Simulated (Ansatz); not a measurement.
Crystal: PbSe.

```
Pb Se
1.0
     3.78432    0.00000    0.00000
     0.00000    3.78432    0.00000
     0.00000    0.00000    3.78432
Pb Se
1 1
Direct
  0.00000 0.00000 0.00000
  0.50000 0.50000 0.50000
```

Measurements of this composition are mostly on another form, of space group No. 225.

Base run:

* Program: Ansatz 0.2.0
* Functional: revPBE
* Potentials or basis: Ansatz PAW
* Cutoff: 420 eV (not typed: the program's choice for these potentials)
* k mesh: 7 × 7 × 7
* Occupations: fermi-dirac, width 0.05 eV
* Spin: no spin polarisation

Its results: band gap on the k mesh none (metal or under the smearing width); pressure 1.2 GPa.

**Question.** The run is repeated on the same cell with these changes: functional from revPBE to RPBE. What comes out?

**Answer.** Band gap on the k mesh none (metal or under the smearing width); pressure 1.7 GPa.

Caveats: spin-orbit coupling is left out, which moves the levels of the heavy elements; the PAW data sets come from PBE, with cores solved anew for the run's functional, which leaves a small shift of forces and pressure.
